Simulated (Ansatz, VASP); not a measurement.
# Ta3H: VASP beside Ansatz

```xyz
4
Lattice="2.8743 0.0000 0.0000 -0.9581 2.7099 0.0000 0.0000 0.0000 20.0267" Properties=species:S:1:pos:R:3 pbc="T T T"
Ta    0.9581    1.3550    4.0000
Ta    0.0000    0.0000    6.2637
Ta    0.9581    1.3550    8.5267
H     0.9581    2.7099    9.7924
```

Alike in both runs: functional PBE; k mesh 10 × 10 × 1; occupations gaussian, width 0.1 eV; no spin polarisation.

Ansatz relaxed the structure, and its values are those at the end. VASP's run is a single point on that final structure, the one shown.

```csv
,VASP,Ansatz
version,VASP 6.6.1,Ansatz 0.2.0
potentials or method,"VASP PAW PBE potentials, release 64 (Ta_pv, H)","scalar-relativistic, plane waves, PAW"
plane-wave cutoff (eV),520,420
valence electrons in the cell,34,40
```

|  | VASP | Ansatz | Ansatz less VASP |
| --- | --- | --- | --- |
| gap on the k mesh at the Fermi level (eV) | none | none | - |
| rms of the force components (eV/Å) | 0.465 | 0.465 | -0.0001 |

A gap of «none» marks a metal or a gap that the smearing closes. The two sets of potentials don't hold the same shells in valence. Ansatz warned: «xc_potential_rough_in_thin_density».

Spin-orbit coupling is left out, which matters for the levels of Ta.
